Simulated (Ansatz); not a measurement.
# PbSe: response to strain

Aim: deform PbSe (zz strain of -3 %) and compute stress, forces and field gradients with LAPW, PAW and all-electron datasets made for the crystal.

Computed with Ansatz 0.2.0 (DFT PBE, scalar-relativistic, unless a step's input says otherwise).

**1. Starting point**

Symmetry: Fm-3m, No. 225, cubic system. Conventional cell: a = 6.124 Å, b = 6.124 Å, c = 6.124 Å, α = 90.00°, β = 90.00°, γ = 90.00°. Pb (site symmetry m-3m) has 6 Se at 3.06 Å as nearest neighbours. Se (site symmetry m-3m) is surrounded by 6 Pb at 3.06 Å.

Structure file:

```
Pb Se
1.0
     0.00000    3.06215    3.06215
     3.06215    0.00000    3.06215
     3.06215    3.06215    0.00000
Pb Se
1 1
Cartesian
  0.0000 0.0000 0.0000
  3.0621 3.0621 3.0622
```

Atoms are numbered in the order of the input: Pb1, Se2.

**2. The deformed structure**

Space group Fm-3m before, I4/mmm after.

**3. LAPW, all electrons**

input.yaml

```yaml
crystal:
  lattice:
    - [0.0, 3.06215, 2.9702855]
    - [3.06215, 0.0, 2.9702855]
    - [3.06215, 3.06215, 0.0]
  atoms:
    - { symbol: Pb, position: [0.0, 0.0, 0.0] }
    - { symbol: Se, position: [0.5, 0.5, 0.5] }
kpoints:
  mp_grid: { grid: [9, 9, 9] }
  band_path:
    path:
      - [0.0, 0.0, 0.0]
      - [0.0, 0.5, 0.5]
      - [0.25, 0.75, 0.5]
      - [0.0, 0.5, 0.0]
      - [0.0, 0.0, 0.0]
      - [0.5, 0.5, 0.0]
      - [0.3828515251, 0.6171484749, 0.0]
      - [-0.3828515251, 0.3828515251, 0.0]
      - [0.0, 0.0, 0.0]
    npoints: 5
scf:
  occupations: { method: fermi_dirac, width: 0.01 }
hamiltonian:
  xc: pbe
  pseudopotentials: { kind: all_electron, lapw: { basis_error: 0.00025 } }
output:
  forces: true
  stress: true
  eigenvalues: true
```

Run with:

```console
$ ansatz run input.yaml --threads 1 --pin off --max-ram 3072MiB --backend cpu --events-out ev --progress --plain --runs-dir out
```

**4. PAW on the default files**

input.yaml

```yaml
crystal:
  lattice:
    - [0.0, 3.06215, 2.9702855]
    - [3.06215, 0.0, 2.9702855]
    - [3.06215, 3.06215, 0.0]
  atoms:
    - { symbol: Pb, position: [0.0, 0.0, 0.0] }
    - { symbol: Se, position: [0.5, 0.5, 0.5] }
kpoints:
  mp_grid: { grid: [9, 9, 9] }
scf:
  occupations: { method: fermi_dirac, width: 0.01 }
hamiltonian:
  xc: pbe
  pseudopotentials: { kind: paw }
output:
  forces: true
  stress: true
  eigenvalues: true
  efg: { contact_densities: true }
```

**5. Datasets made for this crystal**

Changes to input.yaml since step 4:

```diff
@@ -14,3 +14,3 @@
   xc: pbe
-  pseudopotentials: { kind: paw }
+  pseudopotentials: { kind: all_electron, datasets: crystal }
 output:
```

(Steps that only read results are left out.)

**Question.** What will these runs give? Wanted: pressure; largest shear or deviatoric stress.

**Answer**, as computed:

```
                                 quantity                                           value
                                 pressure  LAPW 4.32, PAW 4.32, crystal datasets 4.32 GPa
largest shear or deviatoric stress (LAPW)                                        3.13 GPa
```

What this shows: The largest part of the stress beyond the pressure is 3.13 GPa in size, in the zz component; the atoms are carried along and not relaxed. No run of the undeformed cell stands beside it, so the pressure holds what the given cell had before the change. PAW: stress within 0.01 GPa of LAPW. Crystal datasets: stress within 0.01 GPa of LAPW. Spin-orbit coupling is left out, though the cell holds Pb; in elements this heavy it can shift bands and gaps by tenths of an eV.

The gaps are Kohn-Sham values of a semilocal functional, not quasiparticle or optical gaps. Such gaps usually fall short of the measured ones; spin-orbit coupling, left out here, narrows gaps with Pb, so the two errors partly cancel.
